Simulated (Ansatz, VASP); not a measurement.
## CdSe in VASP and in Ansatz

Contents of INCAR:

```
SYSTEM = CdSe
  PREC = Accurate
  ENCUT = 520
  EDIFF = 1E-6
  ISMEAR = 0
  SIGMA = 0.1
  LREAL = .FALSE.
  LASPH = .TRUE.
  NELM = 100
  ALGO = Normal
  ISIF = 2
  LWAVE = .FALSE.
  LCHARG = .TRUE.
  GGA = PS
  LELF = .TRUE.
  LVHAR = .TRUE.
  NBANDS = 26
```

The input KPOINTS:

```
Automatic mesh
0
G
  6 6 4
  0 0 0
```

File POSCAR:

```
CdSe
1.0
    4.2984999142      0.0000000000      0.0000000000
   -2.1492499571      3.7226101239      0.0000000000
    0.0000000000      0.0000000000      7.0152000000
Cd Se
2 2
Direct
    0.6666666667      0.3333333333      0.0000000000
    0.3333333333      0.6666666667      0.5000000000
    0.6666666667      0.3333333333      0.3750000000
    0.3333333333      0.6666666667      0.8750000000
```

Input for Ansatz:

```yaml
crystal:
  lattice:
    - [4.2984999142, 0.0, 0.0]
    - [-2.1492499571, 3.7226101239, 0.0]
    - [0.0, 0.0, 7.0152]
  atoms:
    - { symbol: Cd, position: [0.6666666667, 0.3333333333, 0.0] }
    - { symbol: Cd, position: [0.3333333333, 0.6666666667, 0.5] }
    - { symbol: Se, position: [0.6666666667, 0.3333333333, 0.375] }
    - { symbol: Se, position: [0.3333333333, 0.6666666667, 0.875] }
basis:
  ecutwfc: 420
kpoints:
  mp_grid: { grid: [6, 6, 4] }
hamiltonian:
  xc: pbesol
scf:
  occupations: { method: gaussian, width: 0.1 }
output:
  forces: true
  stress: true
  eigenvalues: true
```

Alike in both runs: task single point; functional PBEsol; k mesh 6 × 6 × 4; occupations gaussian, width 0.1 eV; no spin polarisation.

|  | VASP | Ansatz |
| --- | --- | --- |
| version | VASP 6.6.1 | Ansatz 0.2.0 |
| potentials or method | VASP PAW PBE potentials, release 64 (Cd, Se) | scalar-relativistic, plane waves, PAW |
| plane-wave cutoff (eV) | 520 | 420 |
| valence electrons in the cell | 36 | 72 |

VASP gave:

```
gap on the k mesh at the Fermi level (eV)       : 0.54
least direct gap on the mesh (eV)               : 0.54
pressure (GPa)                                  : 0.5
largest component of the traceless stress (GPa) : 0.09
rms of the force components (eV/Å)              : 0.013
```

Which values does Ansatz return?

gap on the k mesh at the Fermi level (eV): 0.54; least direct gap on the mesh (eV): 0.54; pressure (GPa): 0.1; largest component of the traceless stress (GPa): 0.09; rms of the force components (eV/Å): 0.013.

Atom by atom the forces differ by 0.000 eV/Å (rms over components). The two sets of potentials don't hold the same shells in valence.

Caveats: the PAW data sets were made with another functional, which shifts forces and pressure a little (VASP). A hybrid or GW would open this gap; PBEsol tends to underestimate it.
